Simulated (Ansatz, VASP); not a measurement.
## Two plane-wave programs on KF

INCAR

```
  PREC = Accurate
  ENCUT = 520
  EDIFF = 1E-7
  ISMEAR = 0
  SIGMA = 0.05
  LREAL = False
  LASPH = True
  NELM = 60
  ALGO = Fast
  ISIF = 2
  LWAVE = False
  LCHARG = False
  NBANDS = 15
```

KPOINTS

```
regular mesh
0
Gamma
  8 8 8
```

POSCAR

```
KF
1.0
    0.0000000000      2.5817196783      2.5817196783
    2.4009993008      0.0000000000      2.5817196783
    2.4009993008      2.5817196783      0.0000000000
K F
1 1
Direct
    0.0000000000      0.0000000000      0.0000000000
    0.5000000000      0.5000000000      0.5000000000
```

Input for Ansatz:

```yaml
crystal:
  lattice:
    - [0.0, 2.5817196783, 2.5817196783]
    - [2.4009993008, 0.0, 2.5817196783]
    - [2.4009993008, 2.5817196783, 0.0]
  atoms:
    - { symbol: K, position: [0.0, 0.0, 0.0] }
    - { symbol: F, position: [0.5, 0.5, 0.5] }
basis:
  ecutwfc: 520.0
kpoints:
  mp_grid: { grid: [8, 8, 8] }
hamiltonian:
  xc: lda
scf:
  occupations: { method: gaussian, width: 0.05 }
output:
  forces: true
  stress: true
  eigenvalues: true
```

Change from the starting cell: normal strain along x -0.0700, normal strain along z +0.0000.

Alike in both runs: task single point; functional LDA; k mesh 8 × 8 × 8; occupations gaussian, width 0.05 eV; no spin polarisation.

|  | VASP | Ansatz |
| --- | --- | --- |
| version | VASP 6.6.1 | Ansatz 0.2.0 |
| potentials or method | VASP PAW LDA potentials, release 64 (K_sv, F) | scalar-relativistic, plane waves, PAW |
| plane-wave cutoff (eV) | 520 | 520 |
| valence electrons in the cell | 16 | 16 |

```tsv
	VASP	Ansatz	Ansatz less VASP
gap on the k mesh at the Fermi level (eV)	6.50	6.52	+0.023
least direct gap on the mesh (eV)	6.54	6.56	+0.024
pressure (GPa)	5.0	4.6	-0.42
largest component of the traceless stress (GPa)	6.72	6.40	-0.324
```

A k mesh can miss the band edges.
